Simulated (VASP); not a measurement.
A run of VASP 6.6.1 is set up as follows.

INCAR

```
SYSTEM = Te
  ALGO = Normal
  EDIFF = 1E-7
  EDIFFG = -0.01
  ENCUT = 600
  IBRION = 2
  ISIF = 3
  ISMEAR = -1
  LASPH = .TRUE.
  LCHARG = .FALSE.
  LMIXTAU = .TRUE.
  LREAL = .FALSE.
  LWAVE = .FALSE.
  METAGGA = SCAN
  NELM = 80
  NSW = 40
  PREC = Accurate
  SIGMA = 0.05
```

KPOINTS

```
k-points
0
G
  9 9 9
  0 0 0
```

POSCAR

```
Te
1.0
    2.3059043427      1.3313144930      1.6909537039
   -2.3059043427      1.3313144930      1.6909537039
    0.0000000000     -2.6626289860      1.6909537039
Te
1
Direct
    0.5000000000      0.5000000000      0.5000000000
```

Potentials or basis: VASP PAW PBE potentials, release 64 (Te).

Command:

```sh
$ cat potpaw_PBE.64/Te/POTCAR > POTCAR
$ mpirun -np 1 vasp_std > vasp.out
```

(1) What does it give for the space group after relaxing (to 0.05 Å)?

(2) Estimate the band gap on the k mesh.

(3) Predict the relaxed cell.

Answers

(1) R-3m (No. 166).

(2) none (metal or under the smearing width).

(3) a = 3.157 Å, b = 3.157 Å, c = 3.157 Å, α = 91.86°, β = 91.86°, γ = 91.86°.
